## Question: how much can I read from the barrier of one atomic hop?

I have a nudged elastic band for simple-cubic phosphorus. One site of the cell is empty, and a neighbouring atom hops into it. The images are snapshots along the hop.

Climbing-image nudged elastic band for a vacancy hop in simple-cubic P (19 atoms on 20 sites, fixed cell, 14.68 Å³ per atom), computed with Ansatz 0.2.0: scalar-relativistic plane-wave PAW DFT, PBE+D3(BJ), no spin polarisation. Cutoff 420 eV, Gamma-centred 4×4×4 k mesh, Gaussian smearing 0.1 eV; energies are electronic free energies per cell.

```
image number  image path length (Å)  image energy (eV over image 0)
           0                  0.000                          0.0000
           1                  0.430                          0.2514
           2                  0.861                          0.4764
           3                  1.291                          0.6746
           4                  1.721                          0.4764
           5                  2.152                          0.2514
           6                  2.582                          0.0000
```

1. Why are the two halves identical?
2. Why does the hop cost energy, if the atom has plenty of room midway?
3. Is the barrier a smooth wave?
4. What could decide the shape of its top?
5. What would change with fewer or more images?
6. Which digits can I trust, and what do they mean for a hop rate?
7. Can I use the barrier for phosphorus in silicon?

## Answer

### 1. Why are the two halves identical?

The hop exchanges an atom and a vacancy between two equivalent sites. Seen from the far end, the reverse hop is the same event, so images 4 to 6 repeat images 2 to 0. Their agreement to the last digit shows symmetry, not accuracy. Apart from the zero at the ends, the table holds three independent energies: two on the flank and one at the top.

### 2. Why does the hop cost energy?

Start with the unrelaxed lattice. At either end of the hop the atom has five neighbours at 2.41 Å: one behind it and four at its sides. Midway it has moved half a spacing forward, so its nearest neighbours are the four side atoms of the old site and the four of the new one. Each lies at √(1 + ¼) = 1.118 spacings, or 2.69 Å.

The atom therefore has more neighbours midway, but all of them are farther away. If the contacts simply add, the hop costs energy when eight long contacts are worth less than five short ones. Each long contact must then be worth less than 5/8, or about 63 %, of a short one. This gives a condition for a barrier, not its height.

Bonding theory makes such a loss plausible. In simple-cubic phosphorus the p orbitals point along the cube axes, straight at the neighbours. Midway the contacts are stretched by 12 % and lie along four slanted lines, and three p orbitals cannot point along all four at once. The argument leaves out how the surrounding atoms relax, which also affects the height.

A close-packed metal is a useful contrast. There the hopping atom must pass between four atoms that are closer than normal neighbours, so squeezing matters. In the simple-cubic lattice the way is open, and the natural suspect is weakened bonding. For another simple-cubic element, ask first how quickly its bonds weaken when stretched and bent off axis.

### 3. Is the barrier a smooth wave?

The simplest smooth barrier is a single sine-squared wave, flat at both ends and at the top. Take its height, 0.675 eV, from the table. Image 1 lies one sixth of the way along the path, where sin²(30°) = ¼, so the wave predicts 0.169 eV. The calculation gives 0.251 eV, so the real flank rises much earlier.

Two straight flanks do better. Image 1 is one third of the way to the top, which gives 0.675/3 = 0.225 eV, about 0.03 eV too low. Image 2 is missed by the same amount. The top was used to set the height, so only these two energies test the shape.

Straight flanks describe the points but are not a mechanism. At a relaxed end the forces have almost vanished, so the true curve must start nearly flat and steepen before image 1. Nor does the atom simply climb one harmonic well until it meets the next: that picture puts both flank energies about 0.18 eV too low. The printed analysis after this answer compares the three shapes, each with its height fixed by the middle image.

### 4. What makes the top so pointed?

First measure the point. Draw a smooth curve, symmetric about the middle, through all images except the highest one. It predicts a top of 0.564 eV, and the calculated top stands 0.11 eV above it. In the starting band, before the images were relaxed, the same construction falls short by only 0.04 eV.

So the point grew during relaxation. Relaxing lowered the middle image by 0.21 eV, but image 2, which started lower, came down by slightly more, 0.22 eV. A smooth barrier that simply shrank would have lost most at its top.

A possible reason is the symmetry of the middle image. When the atom is off centre, its neighbours can lean towards the arrangement that suits the nearer site. In the exact middle they are held in a compromise between the two sides. This is an interpretation: the off-centre images may also have slid along the path as they relaxed, and a change of the electronic state near the middle was not ruled out.

If it is right, the symmetric middle may not be the easiest crossing. A true saddle point goes downhill in one direction only, along the hop, and that was not checked here. A lower, lopsided route would make 0.675 eV too high even at these settings. The direct test is to push the middle image slightly off its symmetry, in directions other than along the path, and relax the band again.

### 5. What would change with fewer or more images?

Without the middle image, the highest energy left would be 0.476 eV, which is 29 % below the calculated barrier. Smooth interpolation would recover only part of the loss, because the top is pointed. A climbing image avoids this error: it is driven uphill along the band until it sits at the top.

More images should therefore leave the height of this symmetric path nearly unchanged. What they would improve is the shape. The forces on the middle image have almost vanished, so the top must be rounded and not a true kink. Extra images could show how tightly the curve bends within the last 0.43 Å on either side. They would also show how the curve leaves its flat start.

### 6. Which digits can I trust, and what do they mean for a hop rate?

The last iteration moved the barrier by about 1 meV, so the fourth decimal has no physical meaning. That small change shows that the band has settled, not that the model is accurate. The copies of the vacancy are only 7.2 Å apart, and the k mesh is modest for a metal. The cell has an odd number of electrons but spin was switched off, so a magnetic moment was never tested. The volume is fixed at a pressure that is not printed, and the free energies include electronic smearing but no vibrations. Nor was it checked that the relaxed ends are true minima; if they can distort to a lower energy, the barrier changes too. For physical use I would read the result as roughly 0.7 eV.

A rate shows why this matters. Take a rough, recalled attempt frequency of 10¹³ per second and a thermal energy of 0.026 eV at 300 K. The barrier is then about 26 thermal energies, and 10¹³ × e⁻²⁶ gives some 50 hops per second. An error of 0.1 eV would change that rate by a factor of about 50, so even its order of magnitude is uncertain.

This is the rate for an atom that already has a vacancy beside it. Diffusion through the crystal also depends on how many vacancies there are, and creating them costs energy of its own. A low migration barrier alone does not mean fast diffusion.

### 7. Can I use the barrier for phosphorus in silicon?

No. Simple-cubic phosphorus is a metallic high-pressure form, whereas a phosphorus dopant sits among four silicon neighbours in a semiconductor. The bonds that are broken, the open space and the possible charge states all differ. For device processing, the hop has to be calculated in silicon itself.

What does carry over is the way of reading a band. Compare the contacts at the ends with those midway, then ask whether the middle image was free to leave its symmetry. The first question tells you where a barrier may come from, and the second whether its calculated height may be too high.

Output of the analysis:

```
Shapes and their misses (model less computed) in eV:
  row  sine squared  miss of sine squared  straight flanks  miss of straight flanks  crossing wells  miss of crossing wells
    0             0                     0                0                        0               0                       0
    1        0.1684              -0.08299           0.2247                 -0.02671         0.07484                 -0.1766
    2        0.5062               0.02979           0.4499                 -0.02649          0.3001                 -0.1763
    3        0.6746                     0           0.6746                        0          0.6746                       0
    4        0.5062               0.02979           0.4499                 -0.02649          0.3001                 -0.1763
    5        0.1684              -0.08299           0.2247                 -0.02671         0.07484                 -0.1766
    6     1.012e-32             1.012e-32                0                        0               0                       0
Starting band and its lowering by relaxation in eV:
  row  starting band  lowering
    0              0         0
    1         0.3298    0.0784
    2         0.6951    0.2187
    3         0.8813    0.2067
    4         0.6951    0.2187
    5         0.3298    0.0784
    6              0         0
First rise, image 0 to 1, in eV: 0.2514
Second rise, image 1 to 2, in eV: 0.225
Third rise, image 2 to 3, in eV: 0.1982
Part of the barrier missed if the middle image is left out, in percent: 29.38
Top predicted by a smooth curve through the other images, in eV: 0.5638
Computed top above that smooth curve, relaxed band, in eV: 0.1108
Computed top above the same kind of curve, starting band, in eV: 0.03653
Change of the barrier in the last iteration, in meV: 1.3
Path length less distance between the two sites, in Å: 0.1747
Unrelaxed neighbour distance at the ends (five neighbours), in Å: 2.407
Unrelaxed neighbour distance midway (eight neighbours), in Å: 2.691
Break-even worth of a long contact against a short one, in percent: 62.5
Rough hops per second at 300 K for one atom into the vacancy: 46.47
Factor in the rate at 300 K for an assumed 0.1 eV error in the barrier: 47.85
```
